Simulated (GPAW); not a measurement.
The system is CdSe (Cadmoselite).

```xyz
4
Lattice="4.3000 0.0000 0.0000 -2.1500 3.7239 0.0000 0.0000 0.0000 7.0200" Properties=species:S:1:pos:R:3 pbc="T T T"
Cd    2.1500    1.2413    3.5100
Cd    0.0000    2.4826    0.0000
Se    2.1500    1.2413    6.2127
Se    0.0000    2.4826    2.7027
```

| Property | Result |
| --- | --- |
| Program | GPAW 26.7.0 |
| Task | relaxation of cell and atoms |
| Functional | r2SCAN |
| Dispersion | D3(BJ) |
| Potentials or basis | GPAW PAW data sets (gpaw-data 1.2.1) |
| Cutoff | 600 eV |
| Basis | pw |
| k mesh | 5 × 5 × 3 |
| Occupations | fermi-dirac, width 0.05 eV |
| Spin | no spin polarisation |

At the start: pressure 0.6 GPa; volume 28.10 Å³/atom.

Question: Where does the relaxation end?

Answer: Over 6 steps the energy falls by 5.3 meV/atom and the volume is 28.39 Å³/atom (+1.0 %); space group P6_3mc (No. 186, to 0.05 Å).

The path:
```tsv
step	energy change (eV)	largest force (eV/Å)	pressure (GPa)	volume (Å³)
1	0.0000	0.2838	0.59	112.41
2	-0.0059	0.2450	0.50	112.53
3	-0.0208	0.0178	0.07	113.27
4	-0.0210	0.0088	0.08	113.23
5	-0.0210	0.0102	0.08	113.25
6	-0.0213	0.0171	-0.07	113.55
```

Final structure:
```
Cd Se
1.0
     4.32153    0.00000    0.00000
    -2.16077    3.74256    0.00000
     0.00000    0.00000    7.02067
Cd Se
2 2
Direct
  0.66667 0.33333 0.50391
  0.33333 0.66667 0.00392
  0.66667 0.33333 0.88098
  0.33333 0.66667 0.38097
```

Caveat: later steps reuse the first step's grids; the PAW data sets were made with another functional, which shifts forces and pressure a little.
